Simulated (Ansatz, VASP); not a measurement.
# SnTe in VASP and in Ansatz

Contents of INCAR:

```
  PREC = Accurate
  ENCUT = 520
  EDIFF = 1E-6
  ISMEAR = 0
  SIGMA = 0.15
  LREAL = F
  LASPH = T
  NELM = 100
  ALGO = Fast
  ISIF = 2
  LWAVE = F
  LCHARG = F
  GGA = PE
  IVDW = 12
  NBANDS = 17
```

File KPOINTS:

```
Automatic mesh
0
Gamma
  12 12 12
```

File POSCAR:

```
SnTe
1.0
    3.5923240000      0.0000000000      0.0000000000
    0.0000000000      3.5923240000      0.0000000000
    0.0000000000      0.0000000000      3.5923240000
Sn Te
1 1
Direct
    0.0000000000      0.0000000000      0.0000000000
    0.5000000000      0.5000000000      0.5000000000
```

Input for Ansatz:

```yaml
crystal:
  lattice:
    - [3.592324, 0.0, 0.0]
    - [0.0, 3.592324, 0.0]
    - [0.0, 0.0, 3.592324]
  atoms:
    - { symbol: Sn, position: [0.0, 0.0, 0.0] }
    - { symbol: Te, position: [0.5, 0.5, 0.5] }
basis:
  ecutwfc: 420
kpoints:
  mp_grid: { grid: [12, 12, 12] }
hamiltonian:
  xc: pbe
  dispersion: d3bj
scf:
  occupations: { method: gaussian, width: 0.15 }
output:
  forces: true
  stress: true
  eigenvalues: true
```

Change from the starting cell: strain -0.080 along x and y, -0.080 along z, atoms carried along.

Alike in both runs: task single point; functional PBE; dispersion D3(BJ); k mesh 12 × 12 × 12; occupations gaussian, width 0.15 eV; no spin polarisation.

```csv
,VASP,Ansatz
version,VASP 6.6.1,Ansatz 0.2.0
potentials or method,"VASP PAW PBE potentials, release 64 (Sn_d, Te)","scalar-relativistic, plane waves, PAW"
plane-wave cutoff (eV),520,420
valence electrons in the cell,20,30
```

|  | VASP | Ansatz | Ansatz less VASP |
| --- | --- | --- | --- |
| gap on the k mesh at the Fermi level (eV) | none | none | - |
| pressure (GPa) | 13.0 | 13.1 | +0.12 |

A gap of «none» marks a metal or a gap that the smearing closes. With one functional, cell and mesh, what is left measures potentials, basis and numerics. The two sets of potentials don't hold the same shells in valence.

Caveats: pairwise dispersion overbinds metals, which lowers pressure and volume. Spin-orbit coupling is left out, which matters for the levels of Te.
